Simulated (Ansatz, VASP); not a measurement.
**Na: VASP beside Ansatz**

```
Na
1.0
     0.00000    3.78516    3.78516
     3.78516    0.00000    3.78516
     3.78516    3.78516    0.00000
Na
2
Direct
  0.12500 0.12500 0.12500
  0.87500 0.87500 0.87500
```

Alike in both runs: task single point; functional PBE; k mesh 8 × 8 × 8; occupations fermi-dirac, width 0.1 eV; no spin polarisation.

|  | VASP | Ansatz |
| --- | --- | --- |
| version | VASP 6.6.1 | Ansatz 0.2.0 |
| potentials or method | VASP PAW PBE potentials, release 64 (Na_pv) | plane waves (420 eV) with PAW, scalar-relativistic |
| plane-wave cutoff (eV) | 520 | 420 |
| valence electrons in the cell | 14 | 18 |

```tsv
	VASP	Ansatz	Ansatz less VASP
pressure (GPa)	0.0	0.0	-0.01
```

The two sets of potentials don't hold the same shells in valence.
